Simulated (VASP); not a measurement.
# CdS (P6_3mc) in VASP: notebook

Runs on CdS. Level: PBE. Tasks: relaxation of cell and atoms, relaxation of the atoms.

All numbers are computed with VASP 6.6.1; they aren't measurements. Logs are shortened: lines on timing, memory, paths and dates and some standing lists are left out, and cuts for length are marked.

### 1 The structure

It takes space group P6_3mc (No. 186, hexagonal). The conventional cell has a = 4.150 Å, b = 4.150 Å, c = 6.737 Å, α = 90.00°, β = 90.00°, γ = 120.00°. Cd (site symmetry 3m) has 4 S at 2.53 to 2.54 Å as nearest neighbours. S (site symmetry 3m) is surrounded by 4 Cd at 2.53 to 2.54 Å.

### 2 Relaxation of cell and atoms, PBE

INCAR reads:

```
PREC = Accurate ; ENCUT = 520
EDIFF = 1E-7 ; ISMEAR = 0
SIGMA = 0.02 ; LREAL = False
LASPH = True ; NELM = 80
ALGO = Fast ; ISIF = 3
LWAVE = False ; LCHARG = False
GGA = PE ; IBRION = 2
NSW = 80 ; EDIFFG = -0.002
```

KPOINTS reads:

```
Automatic mesh
0
Gamma
  9 9 6
```

POSCAR reads:

```
CdS
1.0
    4.1500000000      0.0000000000      0.0000000000
   -2.0750000000      3.5940054300      0.0000000000
    0.0000000000      0.0000000000      6.7370000000
Cd S
2 2
Direct
    0.3333333300      0.6666666700      0.0000000000
    0.6666666700      0.3333333300      0.5000000000
    0.3333333300      0.6666666700      0.3750000000
    0.6666666700      0.3333333300      0.8750000000
```

Potentials or basis: VASP PAW PBE potentials, release 64 (Cd, S).

Launch:

```bash
$ cat potpaw_PBE.64/Cd/POTCAR potpaw_PBE.64/S/POTCAR > POTCAR
$ mpirun -np 1 vasp_std > vasp.out
```

OUTCAR:

```text
PREC = Accurate
   ENCUT = 520
   EDIFF = 1E-7
   ISMEAR = 0
   LREAL = False
   LASPH = True
   NELM = 80
   ISIF = 3
   GGA = PE
   IBRION = 2
   NSW = 80
   EDIFFG = -0.002

 ion  position               nearest neighbor table
   1  0.333  0.667  0.000-   3 2.53   4 2.54   4 2.54   4 2.54
   2  0.667  0.333  0.500-   4 2.53   3 2.54   3 2.54   3 2.54
   3  0.333  0.667  0.375-   1 2.53   2 2.54   2 2.54   2 2.54
   4  0.667  0.333  0.875-   2 2.53   1 2.54   1 2.54   1 2.54

  LATTYP: Found a hexagonal cell.
 ALAT       =     4.1500000000
 C/A-ratio  =     1.6233734940

  Lattice vectors:

 A1 = (   4.1500000000,   0.0000000000,   0.0000000000)
 A2 = (  -2.0750000000,   3.5940054300,   0.0000000000)
 A3 = (   0.0000000000,   0.0000000000,   6.7370000000)

Analysis of symmetry for initial positions (statically):
=====================================================================
 Subroutine PRICEL returns:
 Original cell was already a primitive cell.

 Routine SETGRP: Setting up the symmetry group for a
 hexagonal supercell.

 Subroutine GETGRP returns: Found 12 space group operations
 (whereof  6 operations were pure point group operations)
 out of a pool of 24 trial point group operations.

The static configuration has the point symmetry C_3v.
 The point group associated with its full space group is C_6v.

Analysis of symmetry for dynamics (positions and initial velocities):
=====================================================================
 Subroutine PRICEL returns:
 Original cell was already a primitive cell.

 Routine SETGRP: Setting up the symmetry group for a
 hexagonal supercell.

 Subroutine GETGRP returns: Found 12 space group operations
 (whereof  6 operations were pure point group operations)
 out of a pool of 24 trial point group operations.

The dynamic configuration has the point symmetry C_3v.
 The point group associated with its full space group is C_6v.

 Subroutine INISYM returns: Found 12 space group operations
 (whereof  6 operations are pure point group operations),
 and found     1 'primitive' translations

[... 112 lines left out ...]
   EFERMI =   0.00;   METHOD = LEGACY
   ISMEAR =     0;   SIGMA  =   0.02  broadening in eV -4-tet -1-fermi 0-gaus
   EFERMI_NEDOS =   21; number of points for ismear=-14 and -15
   IALGO  =     68    algorithm
   IMIX   =      4    mixing-type and parameters
     AMIX     =   0.40;   BMIX     =  1.00
     AMIX_MAG =   1.60;   BMIX_MAG =  1.00
  volume/ion in A,a.u.               =      25.12       169.52
  Fermi-wavevector in a.u.,A,eV,Ry     =   1.162727  2.197236 18.394190  1.351935
  Thomas-Fermi vector in A             =   2.299285
   LORBIT       =      0    0 simple, 1 ext, 2 COOP (PROOUT), +10 PAW based schemes
   GGA     = PE    functional components
   LHFCALC =     F    Hartree Fock is set to
   AEXX    =    0.0000 exact exchange contribution
   IVDW    =     0    specifies the selected vdW correction
   LEPSILON=     F    determine dielectric tensor
   LRPA    =     F    only Hartree local field effects (RPA)
 conjugate gradient relaxation of ions
 non-spin polarized calculation
 RMM-DIIS sequential band-by-band and
 Gauss-broadening in eV      SIGMA  =   0.02
  energy-cutoff  :      520.00
  volume of cell :      100.48
 maximum number of plane-waves:      2731
 NGX is ok and might be reduce to    32
   NGX = 15   NGY = 15   NGZ = 25

--------------------------------------- Ionic step        1  -------------------------------------------

 number of electron      35.9999997 magnetization

 Free energy of the ion-electron system (eV)
  ---------------------------------------------------
  ext. energy  EPLUGINS =         0.00000000
  ---------------------------------------------------
  free energy    TOTEN  =       -12.26799485 eV

  energy without entropy =      -12.26799485  energy(sigma->0) =      -12.26799485

------------------------ aborting loop because EDIFF is reached ----------------------------------------

  FORCE on cell =-STRESS in cart. coord.  units (eV):
  Direction    XX          YY          ZZ          XY          YZ          ZX
  --------------------------------------------------------------------------------------
  -------------------------------------------------------------------------------------
  Total        1.3822969      1.3822969      1.7985878      0.0000000      0.0000000      0.0000000
  in kB       22.0403522     22.0403522     28.6779993      0.0000000      0.0000000      0.0000000
  external PRESSURE =      24.2529012 kB  Pullay stress =       0.0000000 kB
[... 95 lines left out ...]
  FREE ENERGIE OF THE ION-ELECTRON SYSTEM (eV)
  ---------------------------------------------------
  free  energy   TOTEN  =       -12.2995799406 eV

  energy  without entropy=      -12.2995799406  energy(sigma->0) =      -12.29957994

[... ionic steps 4 to 7 ...]

--------------------------------------- Ionic step        8  -------------------------------------------

 number of electron      36.0000001 magnetization

------------------------ aborting loop because EDIFF is reached ----------------------------------------
[... 71 lines left out ...]
--------------------------------------- Ionic step       10  -------------------------------------------

 number of electron      36.0000001 magnetization

 Free energy of the ion-electron system (eV)
  ---------------------------------------------------
  ext. energy  EPLUGINS =         0.00000000
  ---------------------------------------------------
  free energy    TOTEN  =       -12.29965011 eV

  energy without entropy =      -12.29965011  energy(sigma->0) =      -12.29965011

 E-fermi :   0.9864     XC(G=0):  -8.8947

 val. band max:        0.8684361678   @ k =   0.0000   0.0000   0.0000
 cond. band min:       1.9686982395   @ k =   0.0000   0.0000   0.0000
 fundamental gap:      1.1002620717
 Fermi energy:         0.9863649357

 k-point     1 :       0.0000    0.0000    0.0000
  band No.  band energies     occupation
      1     -11.1900      2.00000
      2     -10.8072      2.00000
      3      -6.6637      2.00000
      4      -6.6580      2.00000
      5      -6.6580      2.00000
      6      -6.5848      2.00000
[... 589 lines left out ...]
     21       5.8182      0.00000
     22       7.7842      0.00000

 [... further k-points ...]
[... 5 lines left out ...]
  --------------------------------------------------------------------------------------
  -------------------------------------------------------------------------------------
  Total        0.0003154      0.0003154      0.0007793      0.0000000      0.0000000      0.0000000
  in kB        0.0048267      0.0048267      0.0119239      0.0000000      0.0000000      0.0000000
  external PRESSURE =       0.0071924 kB  Pullay stress =       0.0000000 kB
[... 19 lines left out ...]
  FREE ENERGIE OF THE ION-ELECTRON SYSTEM (eV)
  ---------------------------------------------------
  free  energy   TOTEN  =       -12.2996501062 eV

  energy  without entropy=      -12.2996501062  energy(sigma->0) =      -12.29965011

 reached required accuracy - stopping structural energy minimisation
```

OSZICAR:

```text
N       E                     dE             d eps       ncg     rms          rms(c)
DAV:   1     0.252022492484E+03    0.25202E+03   -0.17922E+04  2112   0.151E+03
[... 102 lines left out ...]
       N       E                     dE             d eps       ncg     rms          rms(c)
DAV:   1    -0.122996575738E+02   -0.79600E-05   -0.37685E-04  2412   0.153E-01    0.180E-02
RMM:   2    -0.122996524115E+02    0.51623E-05   -0.12566E-05  2112   0.337E-02    0.827E-03
RMM:   3    -0.122996509385E+02    0.14730E-05   -0.29732E-06  2112   0.101E-02    0.438E-03
RMM:   4    -0.122996503251E+02    0.61342E-06   -0.77389E-07  1815   0.520E-03    0.207E-03
RMM:   5    -0.122996500952E+02    0.22987E-06   -0.93680E-08  1205   0.210E-03    0.421E-04
RMM:   6    -0.122996501062E+02   -0.10953E-07   -0.17747E-08  1139   0.936E-04
  10 F= -.12299650E+02 E0= -.12299650E+02  d E =-.617158E-05
```

Wall time 7.7 min (1 thread of Intel Xeon Platinum 8259CL at 2.50GHz (Skylake/Cascade Lake), shared host); peak memory 0.28 GiB.

What came out:

- Free energy: -12.2997 eV
- Relaxed volume: 26.18 Å³/atom
- Relaxed cell: a = 4.204 Å, b = 4.204 Å, c = 6.842 Å, α = 90.00°, β = 90.00°, γ = 120.00°
- Space group after relaxing (to 0.05 Å): P6_3mc (No. 186)
- Energy gained by relaxing: 7.9 meV/atom
- Ionic steps: 10
- Pressure after relaxing: 0.0 GPa
- Band gap on the k mesh: 1.10 eV, direct

The path:
```
step  energy change (eV)  largest force (eV/Å)  pressure (GPa)  volume (Å³)
   1              0.0000                0.0696            2.43       100.48
   2             -0.0285                0.0020           -0.69       106.11
   3             -0.0316                0.0151            0.00       104.71
   4             -0.0316                0.0142           -0.04       104.80
   5             -0.0316                0.0071            0.00       104.70
   6             -0.0316                0.0056            0.02       104.67
   7             -0.0316                0.0037            0.01       104.69
   8             -0.0316                0.0017           -0.02       104.74
   9             -0.0317                0.0004            0.01       104.70
  10             -0.0317                0.0002            0.00       104.71
```

Final structure:
```cif
data_structure
_symmetry_space_group_name_H-M 'P 1'
_symmetry_Int_Tables_number 1
_cell_length_a 4.2039
_cell_length_b 4.2039
_cell_length_c 6.8416
_cell_angle_alpha 90.000
_cell_angle_beta 90.000
_cell_angle_gamma 120.000
_cell_volume 104.71
loop_
_atom_site_label
_atom_site_type_symbol
_atom_site_fract_x
_atom_site_fract_y
_atom_site_fract_z
_atom_site_occupancy
Cd1 Cd 0.33333 0.66667 0.99923 1
Cd2 Cd 0.66667 0.33333 0.49923 1
S1 S 0.33333 0.66667 0.37577 1
S2 S 0.66667 0.33333 0.87577 1
```

### 3 Relaxation of cell and atoms, PBE

This run uses another cell than the first one, of 26.18 Å³/atom, 1.042 times its volume.

INCAR is that of step 2.

KPOINTS is that of step 2.

POSCAR reads:

```
CdS                                     
1.0
    4.2038727660     -0.0000000000     -0.0000000000
   -2.1019363830      3.6406606141      0.0000000000
    0.0000000000      0.0000000000      6.8416067486
  Cd              S             
     2     2
Direct
     0.3333333300000021    0.6666666699999979    0.9992266096424737
     0.6666666699999979    0.3333333300000021    0.4992266096424737
     0.3333333300000021    0.6666666699999979    0.3757733903575263
     0.6666666699999979    0.3333333300000021    0.8757733903575263
```

Potentials or basis: VASP PAW PBE potentials, release 64 (Cd, S).

Launch:

```bash
$ cat potpaw_PBE.64/Cd/POTCAR potpaw_PBE.64/S/POTCAR > POTCAR
$ mpirun -np 1 vasp_std > vasp.out
```

It took 1.7 min on 1 thread of Intel Xeon Platinum 8259CL at 2.50GHz (Skylake/Cascade Lake), shared host; peak memory 0.28 GiB.

The run converged. Its results:

| Item | Value |
| --- | --- |
| Free energy | -12.3003 eV |
| Pressure after relaxing | 0.0 GPa |
| Band gap on the k mesh | 1.10 eV, direct |

Final structure:
```cif
data_structure
_symmetry_space_group_name_H-M 'P 1'
_symmetry_Int_Tables_number 1
_cell_length_a 4.2039
_cell_length_b 4.2039
_cell_length_c 6.8416
_cell_angle_alpha 90.000
_cell_angle_beta 90.000
_cell_angle_gamma 120.000
_cell_volume 104.71
loop_
_atom_site_label
_atom_site_type_symbol
_atom_site_fract_x
_atom_site_fract_y
_atom_site_fract_z
_atom_site_occupancy
Cd1 Cd 0.33333 0.66667 0.99923 1
Cd2 Cd 0.66667 0.33333 0.49923 1
S1 S 0.33333 0.66667 0.37577 1
S2 S 0.66667 0.33333 0.87577 1
```

Levels at points of the mesh, in eV from the valence-band top:
```tsv
k point	band 15	band 16	band 17	band 18	band 19	band 20	band 21	band 22
(0.00, 0.00, 0.00)	-0.69	-0.04	0.00	0.00	1.10	2.73	6.48	6.78
(0.00, 0.00, 0.50)	-0.35	-0.35	-0.35	-0.35	2.75	2.75	6.13	6.13
```

Caveat: the relaxation stopped at its first step, so nothing moved.

### 4 Relaxation of the atoms, PBE (a relaxed cell with its volume scaled by 0.98)

Changes to INCAR since step 3:

```diff
@@ -4,3 +4,3 @@
 LASPH = True ; NELM = 80
-ALGO = Fast ; ISIF = 3
+ALGO = Fast ; ISIF = 2
 LWAVE = False ; LCHARG = False
```

KPOINTS is that of step 3.

POSCAR reads:

```
CdS                                     
1.0
    4.1756580047      0.0000000000      0.0000000000
   -2.0878290023      3.6162259140      0.0000000000
    0.0000000000      0.0000000000      6.7956885412
  Cd              S             
     2     2
Direct
     0.3333333300000021    0.6666666699999979    0.9992266096424771
     0.6666666699999979    0.3333333300000021    0.4992266096424771
     0.3333333300000021    0.6666666699999979    0.3757733903575229
     0.6666666699999979    0.3333333300000021    0.8757733903575229
```

Launch:

```bash
$ cat potpaw_PBE.64/Cd/POTCAR potpaw_PBE.64/S/POTCAR > POTCAR
$ mpirun -np 1 vasp_std > vasp.out
```

Run time: 91 s. Hardware: 1 thread of Intel Xeon Platinum 8259CL at 2.50GHz (Skylake/Cascade Lake), shared host; peak memory 0.28 GiB.

Results (log left out):

- Free energy: -12.2927 eV
- Pressure after relaxing: 1.1 GPa
- Band gap on the k mesh: 1.15 eV, direct

Final structure:
```xyz
4
Lattice="4.1757 0.0000 0.0000 -2.0878 3.6162 0.0000 0.0000 0.0000 6.7957" Properties=species:S:1:pos:R:3 pbc="T T T"
Cd    0.0000    2.4108    6.7904
Cd    2.0878    1.2054    3.3926
S     0.0000    2.4108    2.5536
S     2.0878    1.2054    5.9515
```

Levels at points of the mesh, in eV from the valence-band top:
| k point | band 15 | band 16 | band 17 | band 18 | band 19 | band 20 | band 21 | band 22 |
| --- | --- | --- | --- | --- | --- | --- | --- | --- |
| (0.00, 0.00, 0.00) | -0.71 | -0.04 | 0.00 | 0.00 | 1.15 | 2.76 | 6.48 | 6.48 |
| (0.00, 0.00, 0.50) | -0.37 | -0.37 | -0.37 | -0.37 | 2.79 | 2.79 | 6.15 | 6.16 |

Caveat: the relaxation stopped at its first step, so nothing moved.
